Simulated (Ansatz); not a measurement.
Computed properties of Re

```
Re
1.0
     0.00000    1.97500    1.97500
     1.97500    0.00000    1.97500
     1.97500    1.97500    0.00000
Re
1
Direct
  0.00000 0.00000 0.00000
```

The cell comes from COD entry 1534939, which wasn't checked; take it as a given geometry.

No spin–orbit coupling, which matters for the heavy atoms here.

These are results of DFT, PBE, all-electron LAPW, scalar-relativistic (Ansatz 0.2.0), not measurements.

Settings: a Γ-centred 14×14×14 k mesh, Fermi–Dirac smearing of 0.05 eV, basis error target 0.25 meV/atom, no spin polarisation.

- Pressure at this cell: -9.00 GPa
- Band gap: none: with an odd electron count and no spin polarisation the bands can't all be full, a metal in this set-up (spin order or a larger cell could open a gap)
- Density of states at the Fermi level (0.2 eV bin): 0.82 states/eV per cell
- Volume per atom: 15.41 Å³
